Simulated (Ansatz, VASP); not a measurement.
**MgS in VASP and in Ansatz**

```
CELL_PARAMETERS angstrom
0.00000 2.73173 2.53661
2.73173 0.00000 2.53661
2.73173 2.73173 0.00000
ATOMIC_POSITIONS crystal
Mg 0.00000 0.00000 0.00000
S 0.50000 0.50000 0.50000
```

Change from the starting cell: strain +0.050 along x and y, -0.025 along z, atoms carried along.

Alike in both runs: task single point; functional PBEsol; k mesh 8 × 8 × 8; occupations gaussian, width 0.05 eV; no spin polarisation.

|  | VASP | Ansatz |
| --- | --- | --- |
| version | VASP 6.6.1 | Ansatz 0.2.0 |
| potentials or method | VASP PAW PBE potentials, release 64 (Mg, S) | scalar-relativistic, plane waves, PAW |
| plane-wave cutoff (eV) | 520 | 420 |
| valence electrons in the cell | 8 | 16 |

Ansatz gave:

| Quantity | Value |
| --- | --- |
| gap on the k mesh at the Fermi level (eV) | 2.30 |
| least direct gap on the mesh (eV) | 2.96 |
| pressure (GPa) | -4.8 |
| largest component of the traceless stress (GPa) | 3.87 |

Question: Estimate VASP's values.

Answer: gap on the k mesh at the Fermi level (eV): 2.29; least direct gap on the mesh (eV): 2.95; pressure (GPa): -5.0; largest component of the traceless stress (GPa): 3.84.

The two sets of potentials don't hold the same shells in valence.

Caveats: the PAW data sets were made with another functional, which shifts forces and pressure a little (VASP). A k mesh can miss the band edges.
